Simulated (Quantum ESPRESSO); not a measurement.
# Ti under changes of volume

One of the cells (17.676 Å³/atom); the others are scaled copies at fixed shape and fractional positions:

```
Ti
1.0
    -1.64100    1.64100    1.64100
     1.64100   -1.64100    1.64100
     1.64100    1.64100   -1.64100
Ti
1
Direct
  0.00000 0.00000 0.00000
```

This isn't the form of Ti at room conditions, which is hcp.

```yaml
Program: Quantum ESPRESSO 7.5
Functional: PBE
Potentials_or_basis: PseudoDojo 0.4.1 SR PBE standard
Cutoff: 1143 eV
Density_cutoff: 4572 eV
k_mesh: 11 × 11 × 11
Occupations: fermi-dirac, width 0.05 eV
Spin: no spin polarisation
```

| volume (Å³/atom) | energy over the lowest point (meV/atom) | pressure (GPa) |
| --- | --- | --- |
| 16.616 | 7.38 | 4.3 |
| 16.969 | 1.14 | 1.9 |
| 17.323 | 0.00 | -0.4 |
| 17.676 | 3.49 | -2.4 |
| 18.030 | ? | ? |
| 18.383 | 22.75 | -5.9 |
| 18.737 | 37.85 | -7.5 |

Q: What does the run at 18.030 Å³/atom give?

A: Energy over the lowest point 11.19 meV/atom; pressure -4.2 GPa.

Worked out: A Birch-Murnaghan fit of order 3 (a polynomial in V^(-2/3)) to the other rows has its minimum at 17.23 Å³/atom with B0 = V·E''(V) = 105 GPa and B' = 3.6. It gives 11.21 meV/atom at 18.030 Å³/atom, against the run's 11.19, and -dE/dV = -4.4 GPa, against -4.2.

Energies are extrapolated to zero smearing.
